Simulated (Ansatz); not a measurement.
**BN (F-43m), random displacements**

Level of theory: Ansatz 0.2.0, DFT PBE, scalar-relativistic, plane waves, PAW. The runs took a 420 eV cutoff, a Γ-centred 6×6×6 mesh and Gaussian smearing (0.05 eV). No spin polarisation. Energies are free energies at this smearing, counted from the undisturbed cell; pressure is positive in compression.

The starting cell (as given, not relaxed at this level):

```
B N
1.0
     3.62600    0.00000    0.00000
     0.00000   -3.62600    0.00000
     0.00000    0.00000   -3.62600
B N
4 4
Cartesian
  0.0000 -1.8130 -1.8130
  1.8130 0.0000 -1.8130
  1.8130 -1.8130 0.0000
  0.0000 0.0000 0.0000
  2.7195 -2.7195 -2.7195
  0.9065 -0.9065 -2.7195
  0.9065 -2.7195 -0.9065
  2.7195 -0.9065 -0.9065
```

The atoms are displaced (Å, in the unstrained cell):

| atom | ux | uy | uz |
| --- | --- | --- | --- |
| B1 | 0.075 | -0.150 | -0.169 |
| B2 | 0.072 | -0.028 | 0.193 |
| B3 | 0.018 | 0.131 | 0.177 |
| B4 | 0.042 | 0.024 | 0.010 |
| N5 | -0.066 | -0.133 | -0.108 |
| N6 | -0.102 | -0.089 | -0.056 |
| N7 | 0.124 | 0.297 | -0.076 |
| N8 | -0.163 | -0.051 | 0.030 |

Strain (Voigt, engineering shear): (-0.0127, -0.0469, -0.0376, 0.0229, -0.0854, -0.0501).

What are the energy change, the stress and the forces?

ΔE = 858.1 meV/atom; stress (xx, yy, zz, yz, xz, xy; compression positive) (64.59, 80.75, 78.27, -26.98, 38.86, 13.82) GPa; gap on the mesh 1.55 eV.
| atom | Fx (eV/Å) | Fy | Fz |
| --- | --- | --- | --- |
| B1 | -3.65 | 1.49 | 1.35 |
| B2 | -4.44 | 4.85 | -6.54 |
| B3 | -0.36 | -2.97 | -3.85 |
| B4 | -1.98 | -0.08 | -3.07 |
| N5 | 2.17 | 1.62 | 4.78 |
| N6 | 2.06 | 5.26 | 1.62 |
| N7 | -2.90 | -11.09 | 3.30 |
| N8 | 9.11 | 0.92 | 2.41 |

Cost: 1 run of about 0.077 core-minutes, on Intel Xeon 6975P-C (Granite Rapids) (shared hosts).